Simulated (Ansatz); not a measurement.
Quadrupolar parameters in LiNbO3 at a changed volume

The cell is a COD entry, relaxed with PBE at fixed cell and then changed (volume scaled by 1.02, ions relaxed).

Space group R3c:H (No. 161); a = 5.1843, c = 13.9571 Å, γ = 120.00°.

```csv
site,Wyckoff,site symmetry,x,y,z
Li,6a,3.,0.0000,0.0000,0.7232
Nb,6a,3.,0.0000,0.0000,0.0042
O,18b,1,0.6757,0.7133,0.6078
```

One atom of each set is listed; the run and its k-mesh use a cell of 10 atoms with edges of 5.53, 5.53, 5.53 Å.

Level of theory: DFT, PBE, plane waves and PAW, scalar-relativistic, 420 eV cutoff, Γ-centred 7×7×7 k-points, Fermi–Dirac smearing 0.02 eV (Ansatz 0.2.0).

Conventions: |V_zz| ≥ |V_yy| ≥ |V_xx|, η = (V_xx − V_yy)/V_zz, C_Q = eQV_zz/h.

⁶Li: I = 1, Q = -0.8080 mb; Nb-93: I = 9/2, Q = -320.0 mb; ¹⁷O: I = 5/2, Q = -25.58 mb. Q values from Pyykkö, Mol. Phys. 116, 1328 (2018).

**Question.** Which values are expected at the nuclei?

**Answer.** 

| site | atoms | first shell | V_zz (10²¹ V/m²) | η | C_Q (MHz) |
| --- | --- | --- | --- | --- | --- |
| Li | 2 | 6 O at 2.07–2.27 Å | 0.059 | 0.00 | -0.001 |
| Nb | 2 | 6 O at 1.89–2.15 Å | 3.19 | 0.00 | -24.7 |
| O | 6 | 2 Nb at 1.89–2.15 Å, 2 Li at 2.07–2.27 Å; also 1 Li at 3.32 Å | 1.99 | 0.97 | -1.23 |

An axis of threefold or higher order runs through Li and Nb, so V_zz lies along it and η is zero.

Without spin–orbit coupling (the program notes it for Nb) the gradients are little affected as a rule: paired runs on crystals with a gap mostly move them by under 2 % at such atoms. With these PAW files V_zz is typically within 2 to 3 % of all-electron values, but misses above 10 % occur on Li. Where η is near 1 the sign of V_zz means little.
